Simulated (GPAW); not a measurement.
Runs of GPAW 26.7.0 on C. Symmetry: P6_3/mmc, No. 194, hexagonal system. Conventional cell: a = 2.522 Å, b = 2.522 Å, c = 8.237 Å, α = 90.00°, β = 90.00°, γ = 120.00°. C (site symmetry 3m) is surrounded by 4 C at 1.54 Å. C (site symmetry 3m) is surrounded by 4 C at 1.54 Å. This is a hexagonal form of diamond, not graphite.

| task | level | potentials or basis | cell | k mesh | cutoff (eV) | smearing | band path | band points | optimizer | fmax | max steps | grid spacing | gap on the mesh (eV) | pressure (GPa) | relaxed volume (Å³/atom) | largest force (eV/Å) |
| --- | --- | --- | --- | --- | --- | --- | --- | --- | --- | --- | --- | --- | --- | --- | --- | --- |
| band structure | optPBE-vdW | GPAW PAW data sets (gpaw-data 1.2.1), pw | as given | 7 × 7 × 2 | 800 | fermi-dirac 0.05 eV | GMKGALHA,LM,KH | 60 | - | - | - | - | (b) | - | - | 0.34 |
| band structure | revPBE | the program's PAW data sets (release 1.2.1) made for this functional, pw | as given | 7 × 7 × 2 | 800 | fermi-dirac 0.05 eV | GMKGALHA,LM,KH | 60 | - | - | - | - | 4.41 | 6.6 | - | 0.33 |
| relaxation of cell and atoms | OLYP+D4 | PAW data sets generated in the run's folder for this functional, pw | relaxed | 7 × 7 × 2 | 800 | fermi-dirac 0.05 eV | - | - | LBFGS | 0.05 eV/Å | 100 | - | 4.65 | 0.4 | 5.39 | 0.02 |
| band structure | PBE | GPAW PAW data sets (gpaw-data 1.2.1), fd | as given | 7 × 7 × 2 | - | fermi-dirac 0.05 eV | GMKGALHA,LM,KH | 80 | - | - | - | 0.16 Å | 4.43 | - | - | 0.37 |
| band structure | LDA | PAW data sets generated in the run's folder for this functional, pw | as given | 7 × 7 × 2 | 800 | fermi-dirac 0.05 eV | GMKGALHA,LM,KH | 100 | - | - | - | - | 4.38 | (a) | - | 0.33 |
| relaxation of cell and atoms | PBEsol+D3 | PAW data sets generated in the run's folder for this functional, pw | relaxed | 7 × 7 × 2 | 800 | fermi-dirac 0.05 eV | - | - | BFGS | 0.05 eV/Å | 60 | - | 4.44 | 0.3 | 5.58 | 0.01 |
| relaxation of cell and atoms | PBE+D4 | GPAW PAW data sets (gpaw-data 1.2.1), pw | relaxed | 7 × 7 × 2 | 800 | fermi-dirac 0.05 eV | - | - | LBFGS | 0.01 eV/Å | 60 | - | 4.57 | 0.1 | 5.63 | - |

Alike in all rows: no spin polarisation.

**Question.** Estimate the missing entries.

**Answer.** (a) -12.9; (b) 4.61.

Caveats: later steps reuse the first step's grids (some runs); an odd mesh through Γ misses points on the zone boundary, where band edges often lie (some runs); the PAW data sets were made with another functional, which shifts forces and pressure a little (some runs); the real-space grid adds noise to forces (some runs).

Not every run made on this cell is shown here.
